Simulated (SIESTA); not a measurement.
The system is AlAu.

```
Au Al
1.0
     3.22394    0.00000    0.00000
     0.00000    3.22394    0.00000
     0.00000    0.00000    3.22394
Au Al
1 1
Direct
  0.50000 0.50000 0.50000
  0.00000 0.00000 0.00000
```

The cell comes from a database or a generator and needn't be the stable form of this composition.

Base run:

```yaml
Program: SIESTA 5.4.2
Functional: PBEsol
Potentials_or_basis: PseudoDojo 0.4 standard (PBEsol files)
Basis: DZP (energy shift 0.003 Ry; two zetas on semicore shells)
Grid_cutoff: 800 Ry
Energy_shift: 0.003 Ry
k_mesh: 8 × 8 × 8
Occupations: fermi-dirac, width 0.05 eV
Spin: no spin polarisation
```

Its results: band gap on the k mesh none (metal or under the smearing width); pressure -5.2 GPa.

Task: The run is repeated on the same cell with these changes: basis from DZP (energy shift 0.003 Ry; two zetas on semicore shells) to DZ (energy shift 0.003 Ry; two zetas on semicore shells). What comes out?

Result: Band gap on the k mesh none (metal or under the smearing width); pressure -1.3 GPa.

Caveats: short orbitals over semicore shells can move pressures by several GPa; spin-orbit coupling is left out, which moves the levels of the heavy elements; the basis of atomic orbitals isn't converged, which shifts pressures, moduli and gaps; the basis has no polarisation orbitals (some runs).
